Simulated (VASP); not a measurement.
Crystal: K.

```
CELL_PARAMETERS angstrom
-7.83750 7.83750 7.83750
7.83750 -7.83750 7.83750
7.83750 7.83750 -7.83750
ATOMIC_POSITIONS crystal
K 0.00000 0.00000 0.00000
K 0.00000 0.00000 0.33333
K 0.00000 0.00000 0.66667
K 0.00000 0.33333 0.00000
K 0.00000 0.33333 0.33333
K 0.00000 0.33333 0.66667
K 0.00000 0.66667 0.00000
K 0.00000 0.66667 0.33333
K 0.00000 0.66667 0.66667
K 0.33333 0.00000 0.00000
K 0.33333 0.00000 0.33333
K 0.33333 0.00000 0.66667
K 0.33333 0.33333 0.00000
K 0.33333 0.33333 0.33333
K 0.33333 0.33333 0.66667
K 0.33333 0.66667 0.00000
K 0.33333 0.66667 0.33333
K 0.33333 0.66667 0.66667
K 0.66667 0.00000 0.00000
K 0.66667 0.00000 0.33333
K 0.66667 0.00000 0.66667
K 0.66667 0.33333 0.00000
K 0.66667 0.33333 0.33333
K 0.66667 0.33333 0.66667
K 0.66667 0.66667 0.00000
K 0.66667 0.66667 0.33333
K 0.66667 0.66667 0.66667
```

- Program: VASP 6.6.1
- Task: phonon dispersion
- Functional: PBE
- Potentials or basis: VASP PAW PBE potentials, release 64 (K_sv)
- Cutoff: 520 eV
- k mesh: 2 × 2 × 2
- Occupations: methfessel-paxton, width 0.1 eV
- Spin: no spin polarisation
- Long-range dipole term: no
- Supercell matrix: [3, 0, 0, 0, 3, 0, 0, 0, 3]
- Further INCAR settings: LREAL = Auto; ALGO = Normal; EDIFF = 1e-07; IBRION = 6; POTIM = 0.015; NSW = 1

Problem. Is this structure dynamically stable at this level, and how far does the spectrum reach?

Solution. Yes, as far as this q mesh shows: no mode on the path is imaginary. The highest frequency is 80 cm⁻¹.

Phonon frequencies at the corners of the path (cm⁻¹, interpolated; i marks imaginary ones):
```csv
point,frequencies
Γ,0 0 0
H,74 74 74
N,29 54 80
P,61 61 61
```

A q mesh this small can miss soft modes between its points.
